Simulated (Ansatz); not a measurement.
Cell and atoms are relaxed with the symmetry kept. Start:

```
Mo S
1.0
     1.58000    0.91221    6.15000
    -1.58000    0.91221    6.15000
     0.00000   -1.82443    6.15000
Mo S
1 2
Direct
  0.00000 0.00000 0.00000
  0.25000 0.25000 0.25000
  0.41700 0.41700 0.41700
```

These are results of Ansatz, DFT PBE+D3(BJ), scalar-relativistic, plane waves, PAW, not measurements.

Plane waves to 420 eV, a k mesh through Γ of 12×12×12 on the computed 3-atom cell and Gaussian smearing (0.02 eV); no spin polarisation.

**Question.** What does it relax to?

**Answer.** The volume drops by 0.52 Å³/atom to 17.21 Å³/atom, and the energy falls by 5.8 meV/atom. Final structure:
```
Mo S
1.0
     1.57655    0.91022    5.99626
    -1.57655    0.91022    5.99626
     0.00000   -1.82045    5.99626
Mo S
1 2
Cartesian
  0.0000 0.0000 0.0015
  0.0000 0.0000 4.4349
  0.0000 0.0000 7.5621
```

Cost: 1 run of about 1.8 core-minutes, on Arm Neoverse V2 (shared hosts).